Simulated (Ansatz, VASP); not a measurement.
One calculation of Pt, two programs

```xyz
1
Lattice="0.0000 1.9837 1.9837 1.9837 0.0000 1.9837 1.9837 1.9837 0.0000" Properties=species:S:1:pos:R:3 pbc="T T T"
Pt    0.0000    0.0000    0.0000
```

Alike in both runs: task relaxation of cell and atoms; functional PBE; k mesh 18 × 18 × 18; occupations gaussian, width 0.1 eV; no spin polarisation.

|  | VASP | Ansatz |
| --- | --- | --- |
| version | VASP 6.6.1 | Ansatz 0.2.0 |
| potentials or method | VASP PAW PBE potentials, release 64 (Pt) | scalar-relativistic, plane waves, PAW |
| plane-wave cutoff (eV) | 600 | 420 |
| valence electrons in the cell | 10 | 18 |

Ansatz gave:

| Quantity | Value |
| --- | --- |
| gap on the k mesh at the Fermi level, each at its own relaxed structure (eV) | none |
| relaxed volume (Å³/atom) | 15.64 |
| relaxed cell length with the largest relative difference (Å) | 2.807 |

Question: What did VASP give for the same quantities?

Answer: gap on the k mesh at the Fermi level, each at its own relaxed structure (eV): none; relaxed volume (Å³/atom): 15.62; relaxed cell length with the largest relative difference (Å): 2.806.

A gap of «none» marks a metal or a gap that the smearing closes. The two sets of potentials don't hold the same shells in valence.

The runs have no spin-orbit coupling, so splittings on Pt are missing.
